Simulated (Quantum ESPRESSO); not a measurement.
Runs of Quantum ESPRESSO 7.5 on MnO. The structure is tetragonal, space group P4_2/mmc (No. 131). Conventional cell: a = 3.583 Å, b = 3.583 Å, c = 4.460 Å, α = 90.00°, β = 90.00°, γ = 90.00°. Mn (site symmetry mmm) is surrounded by 4 O at 2.11 Å. O (site symmetry -4m2) is surrounded by 4 Mn at 2.11 Å and 2 O at 2.23 Å. Measurements of this composition are mostly on another form, of space group No. 225.

| level | form of the LDA correlation | gap on the mesh (eV) | pressure (GPa) | moment (μB) |
| --- | --- | --- | --- | --- |
| RPBE+U | - | none | (b) | 0.00 |
| PW91+U | - | none | (a) | 0.00 |
| PBE+U | - | none | -0.2 | 0.00 |
| LDA+U | PZ81 | none | -9.6 | 0.00 |
| PBEsol+U | - | none | -4.9 | 0.00 |

Alike in all rows: task single point; potentials or basis PseudoDojo 0.4 SR PBEsol stringent; spin collinear, antiferromagnetic start; Mn d U = 3 eV; cell as given; k mesh 5 × 5 × 4; cutoff (eV) 1769; smearing gaussian 0.05 eV.

Task: Estimate the missing entries.

Result: (a) -0.5; (b) 3.3.

Caveats: the potentials were made for another functional, which shifts forces and pressure (some runs).

A gap of «none» marks a metal or a gap under the smearing width.
